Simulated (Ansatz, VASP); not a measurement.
# BeH4 in VASP and in Ansatz

The input INCAR:

```
PREC = Accurate
ENCUT = 520
EDIFF = 1E-7
ISMEAR = 0
SIGMA = 0.1
LREAL = False
LASPH = True
NELM = 100
ALGO = Normal
ISIF = 2
LWAVE = False
LCHARG = False
GGA = PE
NBANDS = 11
```

KPOINTS

```
Automatic mesh
0
Gamma
  6 6 4
```

POSCAR

```
BeH4
1.0
    3.1647407500      0.0000000000      0.0000000000
    0.0000000000      3.1647407500      0.0000000000
    0.0000000000      0.0000000000      4.4756192900
Be H
1 4
Direct
    0.0000000000      0.0000000000      0.0000000000
    0.5000000000      0.0000000000      0.2500000000
    0.0000000000      0.5000000000      0.7500000000
    0.5000000000      0.0000000000      0.7500000000
    0.0000000000      0.5000000000      0.2500000000
```

Input for Ansatz:

```yaml
crystal:
  lattice:
    - [3.16474075, 0.0, 0.0]
    - [0.0, 3.16474075, 0.0]
    - [0.0, 0.0, 4.47561929]
  atoms:
    - { symbol: Be, position: [0.0, 0.0, 0.0] }
    - { symbol: H, position: [0.5, 0.0, 0.25] }
    - { symbol: H, position: [0.0, 0.5, 0.75] }
    - { symbol: H, position: [0.5, 0.0, 0.75] }
    - { symbol: H, position: [0.0, 0.5, 0.25] }
basis:
  ecutwfc: 420
kpoints:
  mp_grid: { grid: [6, 6, 4] }
hamiltonian:
  xc: pbe
scf:
  occupations: { method: gaussian, width: 0.1 }
  lower_state_search: "off"
output:
  forces: true
  stress: true
  eigenvalues: true
```

Change from the starting cell: ordered vacancies on the cation sites of fluorite (P4/mmm, No. 123).

Alike in both runs: task single point; functional PBE; k mesh 6 × 6 × 4; occupations gaussian, width 0.1 eV; no spin polarisation.

```csv
,VASP,Ansatz
version,VASP 6.6.1,Ansatz 0.2.0
potentials or method,"VASP PAW PBE potentials, release 64 (Be, H)","scalar-relativistic, plane waves, PAW"
plane-wave cutoff (eV),520,420
valence electrons in the cell,6,6
```

Ansatz gave:

* gap on the k mesh at the Fermi level (eV): none
* pressure (GPa): -19.3
* largest component of the traceless stress (GPa): 4.34
* rms of the force components (eV/Å): 0.396

What did VASP give for the same quantities?

gap on the k mesh at the Fermi level (eV): none; pressure (GPa): -19.5; largest component of the traceless stress (GPa): 4.34; rms of the force components (eV/Å): 0.396.

Atom by atom the forces differ by 0.000 eV/Å (rms over components). A gap of «none» marks a metal or a gap that the smearing closes.

Caveats: so large a pressure means that the cell lies far from this level's equilibrium, or that cutoff or potentials fall short (VASP).
